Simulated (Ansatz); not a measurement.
**Property card for Au**

Method: Ansatz 0.2.0, DFT r2SCAN, scalar-relativistic, plane waves, PAW.

Plane waves to 500 eV, a k mesh through Γ of 16×16×10 on the computed 2-atom cell and Gaussian smearing (0.10 eV); no spin polarisation.

The structure is relaxed at this level of theory with its symmetry kept. This form isn't the element's structure at ambient conditions.

The structure is orthorhombic, space group Cmcm (No. 63). The conventional cell has a = 2.840 Å, b = 5.101 Å, c = 4.857 Å, α = 90.00°, β = 90.00°, γ = 90.00°. Around Au (site symmetry m2m) lie 12 Au at 2.84 to 2.95 Å.

| Quantity | Value |
| --- | --- |
| Volume per atom | 17.59 Å³ |
| Formation energy from the elements' standard states (uncorrected) | +0.010 eV/atom |
| Generalised Kohn–Sham band gap | none (metal) |
| Density of states at the Fermi level | 0.57 states/eV per cell |
| Löwdin character within 0.5 eV of the Fermi level | Au 6s 46 %, Au 5d 30 %, unprojected 24 % |
| Bulk modulus | 150 GPa |
| Its pressure derivative | 5.9 |
| Bader charges (e) | Au (2 in the cell) 0.00 |

Spin-orbit coupling is left out, which matters for the bands of heavy elements.